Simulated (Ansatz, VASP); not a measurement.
# Two plane-wave programs on HfC

```
CELL_PARAMETERS angstrom
3.20936 0.00000 0.00000
-1.60468 2.77939 0.00000
0.00000 0.00000 5.68797
ATOMIC_POSITIONS crystal
Hf 0.00000 0.00000 0.00000
Hf 0.00000 0.00000 0.50000
C 0.33333 0.66667 0.25000
C 0.66667 0.33333 0.75000
```

Alike in both runs: functional PBEsol; k mesh 10 × 10 × 6; occupations gaussian, width 0.05 eV; no spin polarisation.

Ansatz relaxed the structure, and its values are those at the end. VASP's run is a single point on that final structure, the one shown.

```csv
,VASP,Ansatz
version,VASP 6.6.1,Ansatz 0.2.0
potentials or method,"VASP PAW PBE potentials, release 64 (Hf_pv, C)","scalar-relativistic, plane waves, PAW"
plane-wave cutoff (eV),520,420
valence electrons in the cell,28,60
```

Ansatz gave:

| Property | Result |
| --- | --- |
| gap on the k mesh at the Fermi level (eV) | none |
| pressure (GPa) | 4.6 |

Problem. Estimate VASP's values.

Solution. gap on the k mesh at the Fermi level (eV): none; pressure (GPa): 4.2.

A gap of «none» marks a metal or a gap that the smearing closes. The two sets of potentials don't hold the same shells in valence.

Caveats: the PAW data sets were made with another functional, which shifts forces and pressure a little (VASP). The runs have no spin-orbit coupling, so splittings on Hf are missing.
